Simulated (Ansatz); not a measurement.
# BP: a tetragonal deformation path

An exercise on one series of results from a longer session: the logs are not shown, and one member is left open.

Computed with Ansatz 0.2.0 (DFT r2SCAN, scalar-relativistic, plane waves, PAW, unless a step's input says otherwise).

1 further run of the same task is left out (set aside as unsound or not needed). Runs told in other sessions of the task aren't counted.

**Starting point**

The structure is cubic, space group F-43m (No. 216). Conventional cell: a = 4.537 Å, b = 4.537 Å, c = 4.537 Å, α = 90.00°, β = 90.00°, γ = 90.00°. B (site symmetry -43m) is surrounded by 4 P at 1.96 Å. P (site symmetry -43m) has 4 B at 1.96 Å in its first shell of neighbours.

As a file:

```
B P
1.0
     0.00000    2.26827    2.26827
     2.26827    0.00000    2.26827
     2.26827    2.26827    0.00000
B P
1 1
Direct
  0.00000 0.00000 0.00000
  0.75000 0.75000 0.75000
```

It is the result of an earlier relaxation at this level (volume 11.67 Å³/atom; gap on the mesh: 1.41 eV).

Set-up of the first run:

Contents of input.yaml:

```yaml
crystal:
  lattice:
    - [0.0, 2.2682668142, 2.2682668142]
    - [2.2682668142, 0.0, 2.2682668142]
    - [2.2682668142, 2.2682668142, 0.0]
  atoms:
    - { symbol: B, position: [0.0, 0.0, 0.0] }
    - { symbol: P, position: [0.75, 0.75, 0.75] }
basis:
  ecutwfc: 500
kpoints:
  mp_grid: { grid: [12, 12, 12] }
hamiltonian:
  xc: r2scan
scf:
  occupations: { method: gaussian, width: 0.05 }
output:
  forces: true
  stress: true
  eigenvalues: true
  write_density: true
  write_potential: true
  elf: true
  volumetric_format: npy
```

Started as:

```sh
$ ansatz run input.yaml --threads 1 --pin off --max-ram 2560MiB --backend cpu --events-out ev --progress --plain --runs-dir out
```

Among the steps run: Zero of the scan; Point ρ = 0.707; Point ρ = 1.414; ρ = 0.850; At ρ = 1.200; At ρ = 0.780; At ρ = 1.300; ρ = 0.920; ρ = 1.100; At ρ = 0.650; Point ρ = 1.500; Point ρ = 0.960; ρ = 1.050.

One table of the session follows, with a row left open; its other results are not shown here.

Collected from the runs (energy zero: the undisturbed cell):

```
    ρ  ΔE (meV/atom)  pressure (GPa)  gap on the mesh (eV)
0.650          732.8            -6.4                  0.00
0.707          539.0            -4.1                  0.00
0.780          321.6            -1.8                  0.00
0.850          156.0            -0.6                  0.00
0.920           45.0            -0.1                  0.13
0.960              ?               ?                     ?
1.000            0.0             0.0                  1.41
1.050           17.4             0.0                  1.02
1.100           68.8             0.0                  0.65
1.200          268.4             0.0                  0.00
1.300          579.5            -0.2                  0.00
1.414          993.2            -1.3                  0.00
1.500         1258.8            -3.8                  0.00
```

**Question.** Estimate the row for ρ = 0.960.

Worked estimate for «ΔE (meV/atom)». A straight line through the neighbours (0.920, 45.0) and (1.000, 0.0) gives 45.0 + (0.0 − 45.0) × (0.960 − 0.920) / (1.000 − 0.920) = 22.5; a parabola fitted to 4 rows on both sides gives 11.5.

**Answer.** ΔE (meV/atom): 11.2; pressure (GPa): 0.0; gap on the mesh (eV): 0.77. In «ΔE (meV/atom)» the line misses by +11.3 and the parabola by +0.3.

Where the gap reads zero, the mesh chosen for the insulator is on the coarse side.
